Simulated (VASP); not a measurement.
A run of VASP 6.6.1:

File INCAR:

```
SYSTEM = Sb
  PREC = Accurate
  ENCUT = 520
  EDIFF = 1E-6
  ISMEAR = 0
  SIGMA = 0.15
  LREAL = .FALSE.
  LASPH = .TRUE.
  NELM = 100
  ALGO = Normal
  ISIF = 2
  LWAVE = .FALSE.
  LCHARG = .FALSE.
  NBANDS = 8
```

KPOINTS

```
regular mesh
0
G
  18 18 18
  0 0 0
```

POSCAR

```
Sb
1.0
    0.0000000000      2.2526803955      2.3712425216
    2.3712425216      0.0000000000      2.3712425216
    2.3712425216      2.2526803955      0.0000000000
Sb
1
Direct
    0.0000000000      0.0000000000      0.0000000000
```

Potentials or basis: VASP PAW LDA potentials, release 64 (Sb).

Command:

```sh
$ cat potpaw_LDA.64/Sb/POTCAR > POTCAR
$ mpirun -np 1 vasp_std > vasp.out
```

Hardware: 1 thread of AMD EPYC 9R45 (Zen 5), with other jobs on the host.

How long does it take, and how much memory?

It took 36 s on 1 thread of AMD EPYC 9R45 (Zen 5), on a shared host, peak memory 0.17 GiB. Counts: scf iterations 9, k points 480.
